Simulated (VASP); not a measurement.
A run of VASP 6.6.1 is set up as follows.

The input INCAR:

```
ALGO     = Fast           # electronic algorithm
EDIFF    = 1E-5           # SCF threshold, eV
EDIFFG   = -0.03          # ionic threshold
ENCUT    = 520            # plane-wave cutoff, eV
GGA      = PE             # functional
IBRION   = 2              # ionic algorithm
ISIF     = 3              # what is computed and relaxed
ISMEAR   = 0              # smearing method
ISYM     = 0            
KPAR     = 4            
LASPH    = T              # aspherical terms in the spheres
LCHARG   = F              # write CHGCAR
LREAL    = Auto         
LWAVE    = F              # write WAVECAR
NELM     = 80             # most SCF steps
NSW      = 110            # ionic steps
PREC     = Normal         # precision mode
SIGMA    = 0.15           # smearing width, eV
```

File KPOINTS:

```
k-points
0
Gamma
  8 8 3
```

Contents of POSCAR:

```
AlGa3N2
1.0
    6.5455035300     -0.0526374300      0.0472196700
   -1.6591690700      2.8382530000     -0.0540022200
    0.0686520800     -0.1416820200      9.3626732100
Al Ga N
2 6 4
Direct
    0.3339926400      0.3534070400      0.2507789500
    0.8260331100      0.3389971300      0.2578587700
    0.1662969800      0.6480257700      0.9822843700
    0.6735898000      0.6602744500      0.9762630000
    0.9930684200      0.9973814600      0.5244358700
    0.5088503300      0.9944517500      0.5380369200
    0.1739367800      0.6955973400      0.7032632400
    0.6687311300      0.6624246400      0.7120545800
    0.3388358900      0.3317516100      0.0590667500
    0.8439259600      0.3642020700      0.0571721300
    0.9882040400      0.9738343600      0.3229945800
    0.5018386400      0.0065640900      0.3198890000
```

Potentials or basis: VASP PAW PBE potentials, release 64 (Al, Ga_d, N).

The run is started by

```sh
$ cat potpaw_PBE.64/Al/POTCAR potpaw_PBE.64/Ga_d/POTCAR potpaw_PBE.64/N/POTCAR > POTCAR
$ mpirun -np 4 vasp_std > vasp.out
```

Task: What does it give for the band gap on the k mesh?

Result: None (metal or under the smearing width).

Task: Estimate the space group after relaxing (to 0.05 Å).

Result: P1 (No. 1).

Task: Estimate the relaxed volume.

Result: 14.01 Å³/atom.

Task: What does it give for the relaxed cell?

Result: a = 6.436 Å, b = 3.203 Å, c = 9.402 Å, α = 90.05°, β = 89.84°, γ = 119.83°.

Forces in eV/Å, atoms in the order of the input:
```
Al  -0.005  0.012 -0.001
Al   0.006  0.000  0.000
Ga   0.015  0.004  0.005
Ga  -0.008 -0.001  0.010
Ga   0.003 -0.012 -0.017
Ga   0.004 -0.004 -0.005
Ga   0.004 -0.002  0.001
Ga  -0.006  0.003  0.007
N    0.000 -0.006  0.000
N   -0.011  0.005 -0.011
N   -0.001 -0.008  0.003
N    0.000  0.009  0.007
```
